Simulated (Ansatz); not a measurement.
# An added N started as a split pair with a Ge atom in diamond Ge, 65 atoms, charge −1

All numbers come from Ansatz (PAW, plane waves, no spin–orbit coupling) at the single k point (¼, ¼, ¼) without its symmetry partners. The atoms were relaxed with PBEsol in a fixed cell; other functionals are single points on those atoms unless said otherwise. The valence top and gap of the host come from its small cell on a dense mesh, with the band extrema sought between the mesh points, lined up by the mean potential, PBEsol gap 0.00 eV, r²SCAN gap 0.35 eV. The charge correction uses an assumed dielectric constant of 16.0.

Cell: a = 11.351 Å, b = 11.351 Å, c = 11.351 Å, α = 90.00°, β = 90.00°, γ = 90.00°.

Nearest atoms after relaxation, from the placed atom (for vacancies from the middle of the vacant sites): Ge at 1.81 Å, Ge at 1.81 Å, Ge at 2.80 Å, Ge at 2.81 Å, Ge at 3.07 Å, Ge at 3.08 Å, Ge at 3.37 Å, Ge at 3.39 Å.

Chemical potentials μ are those of reference phases of the elements at zero temperature by the same functional (the usual solids, diamond for C, grey Sn, and the molecules H2, N2, O2, F2, Cl2, Br2 and S8).

```tsv
functional	E(defect) − E(host) − Σ nμ + q·E_VBM (eV)	monopole (eV)	alignment (eV)	formation energy at E_F = VBM (eV)	moment (μB)	wall time, shared host
PBEsol	2.90	0.11	-0.02	2.99	0 (no spin)	7.3 s on NVIDIA GB200 (relaxation)
```

Q: Estimate the formation energy and moment that r²SCAN gives on these atoms.

A: 3.40 eV at E_F = VBM (3.31 eV before the monopole term 0.11 eV and the alignment -0.02 eV), moment 0 (no spin).

Q: How does the monopole term follow by hand for this cubic cell?

A: q²·α·e²/(4πε₀)/(2εL) with the Madelung constant α = 2.837 and e²/4πε₀ = 14.40 eV·Å: 1 × 2.837 × 14.40 / (2 × 16.0 × 11.351) = 0.11 eV.

r²SCAN one-electron levels near the gap (the ten most localised at most), from the host's valence top, not corrected for the charge's images:

| level (eV) | spin | filling | atoms sharing it | element of the atom with most weight |
| --- | --- | --- | --- | --- |
| -0.06 | both | 2.00 | 9.0 | N |
| 0.53 | both | 0.00 | 64.0 | spread |

The runs had no spin polarisation though PBEsol leaves holes or close levels at the Fermi level; a state of higher spin may be lower.

One k point and a cell of this size can leave errors of several tenths of an eV in such numbers.
